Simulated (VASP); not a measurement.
# RbBr (Fm-3m) in VASP: notebook

One crystal, RbBr, is run at these levels: r2SCAN; tasks: single point.

Program: VASP 6.6.1. These are calculated values, not measurements. Logs are shortened: lines on timing, memory, paths and dates and some standing lists are left out, and cuts for length are marked.

## (1) The crystal as given

The structure is cubic, space group Fm-3m (No. 225). The conventional cell has a = 6.854 Å, b = 6.854 Å, c = 6.854 Å, α = 90.00°, β = 90.00°, γ = 90.00°. Rb (site symmetry m-3m) has 6 Br at 3.43 Å as nearest neighbours. Br (site symmetry m-3m) is surrounded by 6 Rb at 3.43 Å.

## (2) Single point, r2SCAN

The input, INCAR:

```
SYSTEM = RbBr
PREC = Accurate
ENCUT = 500
EDIFF = 1E-6
ISMEAR = 0
SIGMA = 0.05
LREAL = .FALSE.
LASPH = .TRUE.
NELM = 100
ALGO = Normal
ISIF = 2
LWAVE = .FALSE.
LCHARG = .FALSE.
METAGGA = R2SCAN
LMIXTAU = .TRUE.
ADDGRID = .FALSE.
```

The input, KPOINTS:

```
Automatic mesh
0
G
  7 7 7
  0 0 0
```

The input, POSCAR:

```
RbBr
1.0
    0.0000000000      3.4270000000      3.4270000000
    3.4270000000      0.0000000000      3.4270000000
    3.4270000000      3.4270000000      0.0000000000
Rb Br
1 1
Direct
    0.0000000000      0.0000000000      0.0000000000
    0.5000000000      0.5000000000      0.5000000000
```

Potentials or basis: VASP PAW PBE potentials, release 64 (Rb_sv, Br).

Launch:

```
cat potpaw_PBE.64/Rb_sv/POTCAR potpaw_PBE.64/Br/POTCAR > POTCAR
mpirun -np 1 vasp_std > vasp.out
```

OUTCAR:

```text
SYSTEM = RbBr
   PREC = Accurate
   ENCUT = 500
   EDIFF = 1E-6
   ISMEAR = 0
   LREAL = .FALSE.
   LASPH = .TRUE.
   NELM = 100
   ISIF = 2
   METAGGA = R2SCAN

 Found     20 irreducible k-points:

 Following reciprocal coordinates:
            Coordinates               Weight
  0.000000  0.000000  0.000000      1.000000
  0.142857  0.000000  0.000000      8.000000
  0.285714  0.000000  0.000000      8.000000
  0.428571  0.000000  0.000000      8.000000
  0.142857  0.142857  0.000000      6.000000
  0.285714  0.142857  0.000000     24.000000
   k-points           NKPTS =     20   k-points in BZ     NKDIM =     20   number of bands    NBANDS=     12
   number of dos      NEDOS =    301   number of ions     NIONS =      2
   total plane-waves  NPLWV =  46656
   dimension x,y,z NGX =    36 NGY =   36 NGZ =   36
   dimension x,y,z NGXF=    72 NGYF=   72 NGZF=   72
   ions per type =               1   1
   NGX,Y,Z   is equivalent  to a cutoff of  12.35, 12.35, 12.35 a.u.
   NGXF,Y,Z  is equivalent  to a cutoff of  24.70, 24.70, 24.70 a.u.
 SYSTEM =  RbBr
   PREC   = accura    normal or accurate (medium, high low for compatibility)
   ISTART =      0    job   : 0-new  1-cont  2-samecut
   ICHARG =      2    charge: 1-file 2-atom 10-const
   ISPIN  =      1    spin polarized calculation?
   LNONCOLLINEAR =      F non collinear calculations
   LSORBIT =      F    spin-orbit coupling
   LASPH  =      T    aspherical Exc in radial PAW
   ENCUT  =  500.0 eV  36.75 Ry    6.06 a.u.   8.84  8.84  8.84*2*pi/ulx,y,z
   NELM   =    100;   NELMIN=  2; NELMDL= -5     # of ELM steps
   EDIFF  = 0.1E-05   stopping-criterion for ELM
   LREAL  =      F    real-space projection
   EDIFFG = 0.1E-04   stopping-criterion for IOM
   NSW    =      0    number of steps for IOM
   IBRION =     -1    ionic relax: 0-MD 1-quasi-New 2-CG
   NFREE  =      0    steps in history (QN), initial steepest desc. (CG)
   ISIF   =      2    stress and relaxation
   ISYM   =      2    0-nonsym 1-usesym 2-fastsym
   POTIM  = 0.5000    time-step for ionic-motion
   TEBEG  =    0.0;   TEEND  =   0.0 temperature during run
   PSTRESS=    0.0 pullay stress
   NELECT =      16.0000    total number of electrons
   NUPDOWN=      -1.0000    fix difference up-down
   EMIN   =  10.00;   EMAX   =-10.00  energy-range for DOS
   EFERMI =   0.00;   METHOD = LEGACY
   ISMEAR =     0;   SIGMA  =   0.05  broadening in eV -4-tet -1-fermi 0-gaus
   EFERMI_NEDOS =   21; number of points for ismear=-14 and -15
   IALGO  =     38    algorithm
   IMIX   =      4    mixing-type and parameters
     AMIX     =   0.40;   BMIX     =  1.00
     AMIX_MAG =   1.60;   BMIX_MAG =  1.00
  volume/ion in A,a.u.               =      40.25       271.61
  Fermi-wavevector in a.u.,A,eV,Ry     =   0.955412  1.805467 12.419564  0.912812
  Thomas-Fermi vector in A             =   2.084247
   LORBIT       =      0    0 simple, 1 ext, 2 COOP (PROOUT), +10 PAW based schemes
   METAGGA = R2SCAN    functional components
   LHFCALC =     F    Hartree Fock is set to
   AEXX    =    0.0000 exact exchange contribution
   IVDW    =     0    specifies the selected vdW correction
   LEPSILON=     F    determine dielectric tensor
   LRPA    =     F    only Hartree local field effects (RPA)
 non-spin polarized calculation
 Gauss-broadening in eV      SIGMA  =   0.05
  energy-cutoff  :      500.00
  volume of cell :       80.50
 maximum number of plane-waves:      2085
   NGX = 17   NGY = 17   NGZ = 17

 number of electron      15.9999999 magnetization

 Free energy of the ion-electron system (eV)
  ---------------------------------------------------
  ext. energy  EPLUGINS =         0.00000000
  ---------------------------------------------------
  free energy    TOTEN  =       -31.15161861 eV

  energy without entropy =      -31.15161861  energy(sigma->0) =      -31.15161861

 E-fermi :  -1.8750     XC(G=0):  -7.6317

 val. band max:       -2.1587033482   @ k =   0.0000   0.0000   0.0000
 cond. band min:       2.8109044988   @ k =   0.0000   0.0000   0.0000
 fundamental gap:      4.9696078469
 Fermi energy:        -1.8750171604

 k-point     1 :       0.0000    0.0000    0.0000
  band No.  band energies     occupation
      1     -27.3134      2.00000
      2     -14.7720      2.00000
      3     -10.8428      2.00000
      4     -10.8428      2.00000
      5     -10.8428      2.00000
      6      -2.1587      2.00000
      7      -2.1587      2.00000
      8      -2.1587      2.00000
      9       2.8109      0.00000
     10       5.7220      0.00000
     11       5.7220      0.00000
     12       5.7220      0.00000

 k-point     2 :       0.1429    0.0000    0.0000
  band No.  band energies     occupation
      1     -27.3116      2.00000
      2     -14.7800      2.00000
      3     -10.8440      2.00000
      4     -10.8440      2.00000
      5     -10.8326      2.00000
      6      -2.3828      2.00000
      7      -2.2287      2.00000
      8      -2.2287      2.00000
      9       3.2886      0.00000
     10       5.5646      0.00000
     11       5.9745      0.00000
     12       5.9745      0.00000

 k-point     3 :       0.2857    0.0000    0.0000
  band No.  band energies     occupation
      1     -27.3075      2.00000
      2     -14.7979      2.00000
      3     -10.8466      2.00000
      4     -10.8466      2.00000
      5     -10.8098      2.00000
      6      -2.8048      2.00000
      7      -2.3781      2.00000
      8      -2.3781      2.00000
      9       4.3301      0.00000
     10       5.5587      0.00000
     11       6.6940      0.00000
     12       6.6940      0.00000

 k-point     4 :       0.4286    0.0000    0.0000
  band No.  band energies     occupation
      1     -27.3041      2.00000
      2     -14.8121      2.00000
      3     -10.8487      2.00000
      4     -10.8487      2.00000
      5     -10.7917      2.00000
      6      -3.0907      2.00000
      7      -2.4911      2.00000
      8      -2.4911      2.00000
      9       5.0444      0.00000
     10       6.0078      0.00000
     11       7.7311      0.00000
     12       7.7311      0.00000

 k-point     5 :       0.1429    0.1429    0.0000
  band No.  band energies     occupation
      1     -27.3110      2.00000
      2     -14.7788      2.00000
      3     -10.8561      2.00000
      4     -10.8561      2.00000
      5     -10.8190      2.00000
      6      -2.4888      2.00000
      7      -2.2010      2.00000
      8      -2.2010      2.00000
      9       3.3874      0.00000
     10       5.1807      0.00000
     11       6.2536      0.00000
     12       6.2536      0.00000

 k-point     6 :       0.2857    0.1429    0.0000
  band No.  band energies     occupation
      1     -27.3077      2.00000
      2     -14.7848      2.00000
      3     -10.8657      2.00000
      4     -10.8622      2.00000
      5     -10.8194      2.00000
      6      -2.7435      2.00000
      7      -2.3276      2.00000
      8      -2.2901      2.00000
      9       4.1752      0.00000
     10       4.9888      0.00000
     11       6.8428      0.00000
     12       6.9759      0.00000

 [... further k-points ...]

------------------------ aborting loop because EDIFF is reached ----------------------------------------

  FORCE on cell =-STRESS in cart. coord.  units (eV):
  Direction    XX          YY          ZZ          XY          YZ          ZX
  --------------------------------------------------------------------------------------
  -------------------------------------------------------------------------------------
  Total        0.2457637      0.2457637      0.2457637     -0.0000000      0.0000000      0.0000000
  in kB        4.8916567      4.8916567      4.8916567     -0.0000000      0.0000000      0.0000000
  external PRESSURE =       4.8916567 kB  Pullay stress =       0.0000000 kB

 VOLUME and BASIS-vectors are now :
 -----------------------------------------------------------------------------
  energy-cutoff  :      500.00
  volume of cell :       80.50
      direct lattice vectors                 reciprocal lattice vectors
     0.000000000  3.427000000  3.427000000    -0.145900204  0.145900204  0.145900204
     3.427000000  0.000000000  3.427000000     0.145900204 -0.145900204  0.145900204
     3.427000000  3.427000000  0.000000000     0.145900204  0.145900204 -0.145900204

 POSITION                                       TOTAL-FORCE (eV/Angst)
 -----------------------------------------------------------------------------------
      0.00000      0.00000      0.00000         0.000000      0.000000      0.000000
      3.42700      3.42700      3.42700        -0.000000     -0.000000     -0.000000
 -----------------------------------------------------------------------------------
    total drift:                                0.000000      0.000000      0.000000

  FREE ENERGIE OF THE ION-ELECTRON SYSTEM (eV)
  ---------------------------------------------------
  free  energy   TOTEN  =       -31.1516186094 eV

  energy  without entropy=      -31.1516186094  energy(sigma->0) =      -31.15161861
```

It took 2.5 min on 1 thread of AMD EPYC 7R13 (Zen 3), shared host; peak memory 0.19 GiB.

These settings aren't checked as converged: the numbers below hold their error.

Results:

* Free energy: -31.1516 eV
* Pressure: 0.5 GPa
* Band gap on the k mesh: 4.97 eV, direct

Caveat: the PAW data sets were made with another functional, which shifts forces and pressure a little; an odd mesh through Γ misses points on the zone boundary, where band edges often lie.

(Part 1 of 2 ends here.)
